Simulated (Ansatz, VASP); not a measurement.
**One calculation of Rb, two programs**

Contents of INCAR:

```
SYSTEM = Rb
PREC     = Accurate       ! precision mode
ENCUT    = 520            ! plane-wave cutoff, eV
EDIFF    = 1E-6           ! SCF threshold, eV
ISMEAR   = -1             ! smearing method
SIGMA    = 0.1            ! smearing width, eV
LREAL    = .False.        ! projectors in reciprocal space
LASPH    = .True.         ! aspherical terms in the spheres
NELM     = 60             ! most SCF steps
ALGO     = Normal         ! electronic algorithm
ISIF     = 2              ! what is computed and relaxed
LWAVE    = .False.        ! write WAVECAR
LCHARG   = .False.        ! write CHGCAR
GGA      = CA             ! functional
NBANDS   = 10             ! bands
```

The input KPOINTS:

```
regular mesh
0
Gamma
  14 14 14
  0 0 0
```

POSCAR

```
Rb
1.0
   -2.6859639628      2.6859639628      2.6859639628
    2.6859639628     -2.6859639628      2.6859639628
    2.6859639628      2.6859639628     -2.6859639628
Rb
1
Direct
    0.0000000000      0.0000000000      0.0000000000
```

Input for Ansatz:

```yaml
crystal:
  lattice:
    - [-2.6859639628, 2.6859639628, 2.6859639628]
    - [2.6859639628, -2.6859639628, 2.6859639628]
    - [2.6859639628, 2.6859639628, -2.6859639628]
  atoms:
    - { symbol: Rb, position: [0.0, 0.0, 0.0] }
hamiltonian:
  xc: lda
  pseudopotentials:
    kind: paw
    azcp:
      Rb: "pseudopotentials/Rb.paw.azcp"
basis:
  ecutwfc: 420
  fft_grid_basis: typed
kpoints:
  mp_grid: { grid: [14, 14, 14], shift: [0, 0, 0] }
magnetization:
  spin_polarized: false
scf:
  occupations: { method: fermi_dirac, width: 0.1 }
output:
  stress: true
```

Alike in both runs: task single point; functional LDA; k mesh 14 × 14 × 14; occupations fermi-dirac, width 0.1 eV; no spin polarisation.

|  | VASP | Ansatz |
| --- | --- | --- |
| version | VASP 6.6.1 | Ansatz 0.2.0 |
| potentials or method | VASP PAW LDA potentials, release 64 (Rb_sv) | plane waves (420 eV) with PAW, scalar-relativistic |
| plane-wave cutoff (eV) | 520 | 420 |
| valence electrons in the cell | 9 | 9 |

```csv
,VASP,Ansatz,Ansatz less VASP
pressure (GPa),0.0,0.0,0.00
```

Ansatz warned: «pseudo_functional_mismatch».
